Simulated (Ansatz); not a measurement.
# InP (F-43m) in Ansatz: reference runs

How does InP come out in PBEsol? The cell is run as given.

Everything below comes from runs of Ansatz 0.2.0. Logs are shortened: lines on timing, memory, paths and dates and some standing lists are left out, and cuts for length are marked.

**The experiment to reproduce.**

From a printed reference work, data compilation, for a bulk crystal of InP at 1.6 K: band gap 1.4236 eV (direct).

How close the calculation comes is told below.

### 1 The structure

It takes space group F-43m (No. 216, cubic). The conventional cell has a = 5.861 Å, b = 5.861 Å, c = 5.861 Å, α = 90.00°, β = 90.00°, γ = 90.00°. Around In (site symmetry -43m) lie 4 P at 2.54 Å. P (site symmetry -43m) has 4 In at 2.54 Å as nearest neighbours.

### 2 Single point, PBEsol

input.yaml

```yaml
crystal:
  lattice:
    - [0.0, 2.9305, 2.9305]
    - [2.9305, 0.0, 2.9305]
    - [2.9305, 2.9305, 0.0]
  atoms:
    - { symbol: In, position: [0.0, 0.0, 0.0] }
    - { symbol: P, position: [0.75, 0.75, 0.75] }
kpoints:
  mp_grid: { grid: [8, 8, 8] }
scf:
  occupations: { method: fermi_dirac, width: 0.05 }
hamiltonian:
  xc: pbesol
  pseudopotentials: { kind: all_electron, lapw: { basis_error: 0.001 } }
output:
  forces: true
  stress: true
  eigenvalues: true
  populations: true
```

Potentials or basis: all-electron LAPW, scalar-relativistic.

Run with:

```sh
ansatz run input.yaml --threads 1 --pin off --max-ram 3072MiB --backend cpu --events-out ev --progress --plain --runs-dir out
```

The log of the run:

```text
Warning: RAYON_NUM_THREADS=1 ignored (pool sized by the plan → 1); use --threads N
In: projections on atomic orbitals take those of the free atom 1s2 2s2 2p6 3s2 3p6 3d10 4s2 4p6 4d10 5s2 5p1, of charge +0.00 (hamiltonian.pseudopotentials.projection_atoms)
P: projections on atomic orbitals take those of the free atom 1s2 2s2 2p6 3s2 3p3, of charge +0.00 (hamiltonian.pseudopotentials.projection_atoms)
LAPW: plane waves up to 8.016 Å⁻¹, error target 1.0e-3 eV per atom; small_component_spin mean_spin; P in spheres of 1.105 Å, 13 of its electrons in bands, Dirac shells []; In in spheres of 1.432 Å, 21 of its electrons in bands, Dirac shells [] (how accurate: hamiltonian.pseudopotentials.lapw.basis_error, Limitations)
Engine: ansatz 0.2.0, x86_64-unknown-linux-gnu
Pseudopotentials: kind: all_electron
Pseudopotential: In, LAPW, valence charge 21, lapw/all_electron/scalar/gaussian/In, Koelling and Harmon's equation, gaussian nucleus
Pseudopotential: P, LAPW, valence charge 13, lapw/all_electron/scalar/gaussian/P, Koelling and Harmon's equation, gaussian nucleus
Functional definition: PBEsol
  exchange = pbesol_x
  correlation = pbesol_c
Crystal: 2 atoms, lattice volume = 50.333 Å³
Basis set: ecut = 244.79313198943868 eV, 411 PW (Γ), exchange–correlation at level 2
Bands: 21, of which v1, the nominal top of the filled ones, is band 17 counted from 1 (16 counted from 0)
Symmetry: 24 space group operations
Space group: F-43m (ITA 216), of the structure as read, at distance tolerance 3.7e-5 Å
k-points: 29 of 512 (time reversal used)
Non-local potential: In, projectors of the file, none
Non-local potential: P, projectors of the file, none
Initial density: superposition of atomic densities (chi_scale 0.1, normalization cell, long waves kept (reshape's long-wave potential 0.00 eV rms))
Initial wavefunctions: plane waves of lowest kinetic energy (no species holds an atomic orbital)
Functional: x = pbesol(κ = 0.804, μ = 0.12345679012345678), c = pbesol(β = 0.046)
iter 1 solved again at ethr=3.29e-3 eV; its pass at ethr=1.00e-1 eV (dr2=1.12e0 eV) is discarded
SCF iter   1: F=—  HF=-169267.729044 eV  |F-HF|=—  |Δ(HF+E_count)|=         —  Δρ=3.50e-2  dr2=1.12e0  ethr=3.29e-3  ⟨swp⟩=2.0  Hψ=4157  notcnv=0
preconditioner: auto → none  [insulator: Δε(μ)=1.033 eV  Ē_g=14.195 eV  σ=0.050 eV  W_gap=1.00  n_scr=14 (ndim 8)  ℏωp=22.2 eV  f_vac=0.041  D(μ)=0.00/eV (n_scr^D=0)  ε∞_Penn≈3.4]
iter 2 solved again at ethr=1.87e-4 eV; its pass at ethr=3.29e-3 eV (dr2=6.35e-2 eV) is discarded
SCF iter   2: F=—  HF=-169267.356655 eV  |F-HF|=—  |Δ(HF+E_count)|=   3.72e-1  Δρ=1.20e-2  dr2=6.36e-2  ethr=1.87e-4  ⟨swp⟩=2.0  Hψ=3198  notcnv=0
SCF iter   3: F=—  HF=-169267.325867 eV  |F-HF|=—  |Δ(HF+E_count)|=   3.08e-2  Δρ=5.79e-3  dr2=1.35e-2  ethr=1.87e-4  ⟨swp⟩=2.0  Hψ=1798  notcnv=0
SCF iter   4: F=—  HF=-169267.323895 eV  |F-HF|=—  |Δ(HF+E_count)|=         —  Δρ=1.20e-3  dr2=7.47e-4  ethr=3.97e-5  ⟨swp⟩=2.0  Hψ=1683  notcnv=0
the basis was enlarged: its passes take 524.9 KiB over the memory plan, 1 of 1 planned eigensolver slots
SCF iter   5: F=—  HF=-169267.323427 eV  |F-HF|=—  |Δ(HF+E_count)|=   4.69e-4  Δρ=1.52e-4  dr2=9.92e-6  ethr=2.20e-6  ⟨swp⟩=2.1  Hψ=1685  notcnv=0
SCF iter   6: F=—  HF=-169267.323437 eV  |F-HF|=—  |Δ(HF+E_count)|=   1.02e-5  Δρ=2.94e-5  dr2=3.52e-7  ethr=2.92e-8  ⟨swp⟩=3.0  Hψ=1782  notcnv=0
SCF iter   7: F=-169267.323437 eV  HF=-169267.323437 eV  |F-HF|=3.75e-9  |Δ(HF+E_count)|=   5.96e-7  Δρ=2.70e-6  dr2=4.27e-9  ethr=1.04e-9  ⟨swp⟩=3.0  Hψ=1794  notcnv=0
SCF 1 converged in 7 iterations: F = -169267.323437 eV  dr2 = 4.27e-9
SCF converged after 7 iterations
Free energy (F): -169267.323437 eV
Harris-Foulkes:  -169267.323437 eV  (|F-HF|=3.75e-9)
Internal energy: -169267.323426 eV  (E = F + TS)
E sigma→0 (E₀):  -169267.323432 eV
Entropy (-TS):   -0.000012 eV (-0.006 meV/atom)
Fermi energy:    9.337365 eV
--- Per-component energies (eV) ---
  E_band       = -1584.333610
  E_kinetic    = 177222.857240
  E_xc         = -4895.285519
  E_electrostatic = -341594.895147  (all electrons and nuclei)
  E_smearing   = -0.000012  (= −TS)
  E_closure    = 0.000000  (closes the sum)
  E_atoms      = -169258.199424  (free atoms, spherical and without spin; not in F)
  Σ components = -169267.323437   (vs F -169267.323437, Δ=0.00e0)
  Basis errors (estimates in eV, not in F): energy 4.5e-4 per atom: plane waves 4.1e-4 (2.4e-4 summed), levels above the bands 4.7e-58, relativity 4.1e-9, radial functions 4.0e-5, core shells 6.7e-8; eigenvalues (radial functions only) 1.1e-6; not estimated: angular momenta, meshes, grids; target (lapw.basis_error) 1.0e-3; muffin-tin radii P 1.105 Å, In 1.432 Å
--- Forces (eV/Å), atoms counted from 1 ---
  atom   1  In     0.00000000    -0.00000000     0.00000000
  atom   2  P     -0.00000000     0.00000000    -0.00000000
  max |Σ_I F_I| component: 2.31e-17 eV/Å
--- Stress (GPa, compression-positive) ---
        0.599122      -0.000000      -0.000000
       -0.000000       0.599122       0.000000
       -0.000000       0.000000       0.599122
  P = ⅓ Tr σ = 0.5991 GPa (5.991 kbar)
--- Band table (eV; the first three rows and the last of 29) ---
  k-point 0: bands = ["-158.2843", "-109.0221", "-109.0221", "-109.0221", "-105.8060", "-64.3337", "-64.3337", "-64.3337", "-5.1620", "-5.1620", "-5.1620", "-5.0065", "-5.0065", "-2.5465", "8.9989", "8.9989", "8.9989", "9.6136", "13.0120", "13.0120", "13.0120"]
  k-point 1: bands = ["-158.2843", "-109.0221", "-109.0221", "-109.0221", "-105.8060", "-64.3337", "-64.3337", "-64.3337", "-5.1814", "-5.1544", "-5.1544", "-5.0065", "-5.0065", "-2.3664", "7.4257", "8.8093", "8.8093", "10.5784", "13.1547", "13.2923", "13.2923"]
  k-point 2: bands = ["-158.2843", "-109.0221", "-109.0221", "-109.0221", "-105.8060", "-64.3338", "-64.3337", "-64.3337", "-5.2256", "-5.1383", "-5.1383", "-5.0040", "-5.0040", "-1.8629", "5.5145", "8.4331", "8.4331", "10.7041", "13.7173", "13.7173", "14.2224"]
  k-point 28: bands = ["-158.2843", "-109.0221", "-109.0221", "-109.0221", "-105.8060", "-64.3338", "-64.3338", "-64.3338", "-5.3159", "-5.1014", "-5.0644", "-5.0281", "-4.9914", "-0.0522", "3.3403", "5.9996", "6.0356", "13.1932", "13.3383", "14.4707", "15.0727"]
--- Löwdin populations: 2 sites ---
  site symbol       q [e]
     0     In     48.7468
     1      P     15.2151
  spilling = 0.000596 (of n_electrons = 64.000000)
```

It took 26 s on 1 thread of Intel Xeon at 2.50GHz (Skylake/Cascade Lake), shared host; peak memory 0.3 GiB.

What came out:

```yaml
Free_energy: -169267.3234 eV
Pressure: 0.6 GPa
Band_gap_on_the_k_mesh: 0.61 eV, direct
Loewdin_charges: In +0.25; P -0.22 e
```

Caveat: spin-orbit coupling is left out, which moves the levels of the heavy elements.

### 3 Against experiment

Step 2. A measured gap of InP is 1.4236 eV (direct; 1.6 K; a printed reference work, data compilation); the calculated 0.61 eV misses it by -0.81 eV. Spin-orbit coupling on In is left out. The value is that of PBEsol, without temperature or zero-point motion. Semilocal functionals fall short of measured gaps as a rule.
